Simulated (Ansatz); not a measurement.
# Ir: the cost of one run

Program: Ansatz 0.2.0. Level of theory: DFT PBE, scalar-relativistic, plane waves, PAW. These are calculated values, not measurements.

## (1) Starting point

Symmetry: P6/mmm, No. 191, hexagonal system. Conventional cell: a = 4.546 Å, b = 4.546 Å, c = 2.787 Å, α = 90.00°, β = 90.00°, γ = 120.00°. Ir (site symmetry 6/mmm) is surrounded by 14 Ir at 2.79 to 2.97 Å. Around Ir (site symmetry -6m2) lie 11 Ir at 2.62 to 2.97 Å.

Structure file:

```
Ir
1.0
     4.54610    0.00000    0.00000
    -2.27305    3.93704    0.00000
     0.00000    0.00000    2.78696
Ir
3
Direct
  0.00000 0.00000 0.00000
  0.33333 0.66667 0.50000
  0.66667 0.33333 0.50000
```

This is candidate A: omega type (P6/mmm, No. 191).

(A quick probe on a coarse mesh, which set the mesh and smearing, is not shown.)

## (3) A loose first relaxation (candidate A)

input.yaml

```yaml
crystal:
  lattice:
    - [4.5461018397, 0.0, 0.0]
    - [-2.2730509199, 3.9370396814, 0.0]
    - [0.0, 0.0, 2.7869580843]
  atoms:
    - { symbol: Ir, position: [0.0, 0.0, 0.0] }
    - { symbol: Ir, position: [0.3333333333, 0.6666666667, 0.5] }
    - { symbol: Ir, position: [0.6666666667, 0.3333333333, 0.5] }
basis:
  ecutwfc: 420
kpoints:
  mp_grid: { grid: [6, 6, 6] }
hamiltonian:
  xc: pbe
scf:
  occupations: { method: gaussian, width: 0.1 }
  lower_state_search: "off"
output:
  forces: true
  stress: true
  eigenvalues: true
relax:
  adjacent_minimum: "off"
  f_tol: 0.04
  max_steps: 70
  cell: { stress_tol: 0.4 }
```

What time and memory should one allow on 1 thread of an x86-64 CPU, shared host?

About 18 s, with a peak of 0.44 GiB.
